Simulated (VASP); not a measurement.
# BaS (Fm-3m) in VASP: settings compared, part 2 of 2

VASP 6.6.1. The steps go on from the part before.

**3. EvGW0 quasiparticle levels, PBE**

POSCAR

```
BaS
1.0
    0.0000000000      3.1937500000      3.1937500000
    3.1937500000      0.0000000000      3.1937500000
    3.1937500000      3.1937500000      0.0000000000
Ba S
1 1
Direct
    0.0000000000      0.0000000000      0.0000000000
    0.5000000000      0.5000000000      0.5000000000
```

INCAR.step1

```
SYSTEM = BaS
ALGO     = Normal         ! electronic algorithm
EDIFF    = 1E-8           ! SCF threshold, eV
ENCUT    = 450            ! plane-wave cutoff, eV
GGA      = PE             ! functional
ISMEAR   = 0              ! smearing method
LASPH    = .TRUE.         ! aspherical terms in the spheres
LCHARG   = .FALSE.        ! write CHGCAR
LREAL    = .FALSE.        ! projectors in reciprocal space
LWAVE    = .TRUE.         ! write WAVECAR
NELM     = 80             ! most SCF steps
PREC     = Accurate       ! precision mode
SIGMA    = 0.01           ! smearing width, eV
```

INCAR.step2

```
SYSTEM = BaS
ALGO     = Exact          ! electronic algorithm
EDIFF    = 1E-8           ! SCF threshold, eV
ENCUT    = 450            ! plane-wave cutoff, eV
GGA      = PE             ! functional
ISMEAR   = 0              ! smearing method
ISTART   = 1            
LASPH    = .TRUE.         ! aspherical terms in the spheres
LCHARG   = .FALSE.        ! write CHGCAR
LOPTICS  = .TRUE.         ! frequency-dependent dielectric function
LREAL    = .FALSE.        ! projectors in reciprocal space
LWAVE    = .TRUE.         ! write WAVECAR
NBANDS   = 167            ! bands
NELM     = 1              ! most SCF steps
PREC     = Accurate       ! precision mode
SIGMA    = 0.01           ! smearing width, eV
```

INCAR.step3

```
SYSTEM = BaS
ALGO     = EVGW0          ! electronic algorithm
EDIFF    = 1E-8           ! SCF threshold, eV
ENCUT    = 450            ! plane-wave cutoff, eV
ENCUTGW  = 150            ! cutoff of the response function
GGA      = PE             ! functional
ISMEAR   = 0              ! smearing method
ISTART   = 1            
LASPH    = .TRUE.         ! aspherical terms in the spheres
LCHARG   = .FALSE.        ! write CHGCAR
LREAL    = .FALSE.        ! projectors in reciprocal space
LWAVE    = .FALSE.        ! write WAVECAR
NBANDS   = 167            ! bands
NBANDSGW = 16           
NELMGW   = 4            
NOMEGA   = 64             ! frequency points
PREC     = Accurate       ! precision mode
PRECFOCK = Fast         
SIGMA    = 0.01           ! smearing width, eV
```

KPOINTS

```
k-points
0
G
  4 4 4
  0 0 0
```

Potentials or basis: VASP PAW PBE potentials, release 64 (Ba_sv_GW, S_GW).

On the command line:

```sh
$ cat potpaw_PBE.64/Ba_sv_GW/POTCAR potpaw_PBE.64/S_GW/POTCAR > POTCAR
$ cp INCAR.step1 INCAR
$ mpirun -np 1 vasp_std > vasp.out
$ cp INCAR.step2 INCAR
$ mpirun -np 1 vasp_std > vasp.out
$ cp INCAR.step3 INCAR
$ mpirun -np 1 vasp_std > vasp.out
```

OUTCAR:

```text
SYSTEM = BaS
   EDIFF = 1E-8
   ENCUT = 450
   ENCUTGW = 150
   GGA = PE
   ISMEAR = 0
   ISTART = 1
   LASPH = .TRUE.
   LREAL = .FALSE.
   NELMGW = 4
   PREC = Accurate
   PRECFOCK = Fast

 ion  position               nearest neighbor table
   1  0.000  0.000  0.000-
   2  0.500  0.500  0.500-

  LATTYP: Found a face centered cubic cell.
 ALAT       =     6.3875000000

  Lattice vectors:

 A1 = (   0.0000000000,   3.1937500000,   3.1937500000)
 A2 = (   3.1937500000,   0.0000000000,   3.1937500000)
 A3 = (   3.1937500000,   3.1937500000,   0.0000000000)

Analysis of symmetry for initial positions (statically):
=====================================================================
 Subroutine PRICEL returns:
 Original cell was already a primitive cell.

 Routine SETGRP: Setting up the symmetry group for a
 face centered cubic supercell.

[... 125 lines left out ...]
   LORBIT       =      0    0 simple, 1 ext, 2 COOP (PROOUT), +10 PAW based schemes
   GGA     = PE    functional components
   LHFCALC =     T    Hartree Fock is set to
   PRECFOCK=fast      Normal, Fast or Accurate (Low or Medium for compatibility)
   ENCUT4O =  -1.0   cutoff for four orbital integrals eV
   NKREDX  =     1    reduce k-point grid by
   NKREDY  =     1    reduce k-point grid by
   NKREDZ  =     1    reduce k-point grid by
   AEXX    =    1.0000 exact exchange contribution
   HFSCREEN=    0.0000 screening length (either q_TF or 0.3 A-1)
   HFSCREENC=   0.0000 screening length for correlation (either q_TF or 0.3 A-1)
   ENCUTFOCK=  -1.0 apply spherical cutoff to Coloumb kernel
   IVDW    =     0    specifies the selected vdW correction
   LEPSILON=     F    determine dielectric tensor
   LRPA    =     F    only Hartree local field effects (RPA)
   LRPAFORCE           =     F    calculate RPA forces
   ENCUTGW             = 150.0    cutoff for response function in eV
   ENCUTGWSOFT         = 120.0    soft cutoff for Coulomb kernel in GW response function in eV
   ENCUTLF             =  -1.0    cutoff for local field effects
   NELMGW              =     4    number of iterations in solving QP/BSE equation
   NELMHF              =     1    number of iterations in the inner HF iteration
   NKREDLFX            =     1    NKREDLFY  =   1   NKREDLFZ  =   1
 non-spin polarized calculation
 Gauss-broadening in eV      SIGMA  =   0.01
  energy-cutoff  :      450.00
  volume of cell :       65.15
 maximum number of plane-waves:      1428
  NGX = 18; NGY = 18; NGZ = 18
   NGX = 15   NGY = 15   NGZ = 15
 maximum number of plane-waves:       290
 NGX is ok and might be reduce to    18

 QP shifts <psi_nk| G(iteration)W_0 |psi_nk>: iteration 1
 for sc-GW calculations column KS-energies equals QP-energies in previous step
 and V_xc(KS)=  KS-energies - (<T + V_ion + V_H > + <T+V_H+V_ion>^1  + <V_x>^1)

 k-point   1 :       0.0000    0.0000    0.0000
  band No.  KS-energies  QP-energies   sigma(KS)   V_xc(KS)     V^pw_x(r,r')   Z            occupation Imag(sigma)

      1     -22.9259     -23.6707     -16.3556     -15.1512     -24.3954       0.6184       2.0000       1.1067
      2      -7.9870      -9.4472     -15.8530     -13.9408     -19.0293       0.7636       2.0000       0.2126
      3      -7.9870      -9.4472     -15.8530     -13.9408     -19.0293       0.7636       2.0000       0.2126
      4      -7.9870      -9.4472     -15.8530     -13.9408     -19.0293       0.7636       2.0000       0.2126
      5      -7.2688      -8.0670     -14.5091     -13.3468     -21.0275       0.6868       2.0000       1.1052
      6       3.0220       2.1388     -13.8142     -12.6318     -15.6619       0.7470       2.0000       0.0808
[... 621 lines left out ...]
      2     -10.1554     -10.1744     -15.0853       4.9023     -19.4957       0.6907       2.0000       0.4524
      3     -10.1767     -10.1925     -15.4167       5.2190     -18.8339       0.7540       2.0000       0.2863
      4     -10.1767     -10.1925     -15.4167       5.2190     -18.8339       0.7540       2.0000       0.2863
      5      -7.8408      -7.8571     -15.2225       7.3589     -20.6202       0.7169       2.0000       0.8071
      6       0.7626       0.7537     -12.9432      13.6937     -15.1512       0.7380       2.0000       0.1107
[... 8 lines left out ...]
     15      15.2834      15.2870      -9.0292      24.3177      -2.4705       0.7171       0.0000      -0.4436
     16      14.5406      14.5441     -10.2909      24.8363      -4.5263       0.7317       0.0000      -0.3493
```

It took 16 min on 1 thread of Intel Xeon Platinum 8375C at 2.90GHz (Ice Lake), shared host; peak memory 0.63 GiB.

What came out:

```yaml
Band_gap_on_the_k_mesh_mean-field_level: 2.20 eV, indirect (least direct gap 2.31 eV)
Quasiparticle_gap: 3.71 eV
Least_direct_quasiparticle_gap: 3.85 eV
```

Quasiparticle gap after each update of the energies (eV): 3.42, 3.66, 3.70, 3.71

Caveat: the k mesh is coarse (spacing up to 0.43 Å⁻¹), so the values aren't converged; bands, screening cutoff and mesh are small and nothing is extrapolated, so the quasiparticle values aren't converged; spin-orbit coupling is left out, which moves the levels of the heavy elements.

**4. For comparison**

An earlier run on the cell as given: functional PBEsol; potentials or basis VASP PAW PBE potentials, release 64 (Ba_sv, S); cutoff 520 eV; k mesh 7 × 7 × 7; occupations fermi-dirac, width 0.05 eV; no spin polarisation.

* Pressure: -0.5 GPa
* Band gap on the k mesh: 2.04 eV, indirect (least direct gap 2.19 eV)

**5. Summary**

```tsv
task	level	potentials or basis	spin	k mesh	cutoff (eV)	smearing	ladder	cutoff of the response function	frequency points	empty bands	GW scheme	mesh quality	pressure (GPa)
band structure	r2SCAN	VASP PAW PBE potentials, release 64 (Ba_sv, S)	SOC, no magnetisation	6 × 6 × 6	520	gaussian 0.02 eV	gaps	-	-	-	-	not flagged	1.4
evGW0 quasiparticle levels	PBE	VASP PAW PBE potentials, release 64 (Ba_sv_GW, S_GW)	off	4 × 4 × 4	450	gaussian 0.01 eV	-	150	64	159	evGW0	coarse	-
single point	PBEsol	VASP PAW PBE potentials, release 64 (Ba_sv, S)	off	7 × 7 × 7	520	fermi-dirac 0.05 eV	free	-	-	-	-	not flagged	-0.5
```

Alike in all rows: cell as given.

Caveats: some runs use coarse meshes; the PAW data sets were made with another functional, which shifts forces and pressure a little (some runs); spin-orbit coupling is left out, which moves the levels of the heavy elements (some runs); bands, screening cutoff and mesh are small and nothing is extrapolated, so the quasiparticle values aren't converged (some runs); an odd mesh through Γ misses points on the zone boundary, where band edges often lie (some runs).

Total energies depend on the potentials used, so only differences within one code and one set of settings carry meaning.
